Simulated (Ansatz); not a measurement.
## TaN: the relaxed cell by functional

The starting cell is an entry of the Crystallography Open Database (1978):

```yaml
crystal:
  lattice:
    - [5.19600, 0.00000, 0.00000]
    - [-2.59800, 4.49987, 0.00000]
    - [0.00000, 0.00000, 2.91100]
  atoms:
    - { symbol: Ta, position: [0.33333, 0.66667, 0.50000] }
    - { symbol: Ta, position: [0.66667, 0.33333, 0.50000] }
    - { symbol: Ta, position: [0.00000, 0.00000, 0.00000] }
    - { symbol: N, position: [0.39285, 0.00000, 0.00000] }
    - { symbol: N, position: [0.60715, 0.60715, 0.00000] }
    - { symbol: N, position: [0.00000, 0.39285, 0.00000] }
```

Atoms and cell were relaxed at zero pressure with plane-wave PAW DFT (Ansatz 0.2.0; one set of PAW datasets, made under PBE, for all functionals; 420 eV, r2SCAN 500 eV; 7×7×11 Γ-centred mesh, fermi-dirac occupations of width 0.100 eV; no spin polarisation, no spin-orbit coupling, no dispersion correction), keeping the symmetry (P-62m, No. 189).

Four functionals were used, LDA, PBEsol, PBE and r2SCAN. Their relaxed conventional cells, unnamed:

```csv
run,a (Å),c (Å),volume (Å³/atom)
A,5.150,2.874,11.00
B,5.227,2.920,11.52
C,5.180,2.894,11.21
D,5.202,2.908,11.36
```

Q: Which run is LDA's and which PBE's?

A: A is LDA, which overbinds and gives the smallest cell, and B is PBE, as a rule the largest. Of the two between, C is PBEsol and D is r2SCAN, an order that varies from crystal to crystal. Formation energies in eV an atom: LDA -1.548, PBEsol -1.350, PBE -1.167, r2SCAN -1.363.

Caveats: each relaxation keeps the start's symmetry, so a distorted cell may lie lower; computed cells are at 0 K with fixed nuclei; no spin-orbit coupling, which moves formation energies of heavy elements; formation energies are at zero smearing against the elements' usual phases under the same functional, gases as free molecules, uncorrected.
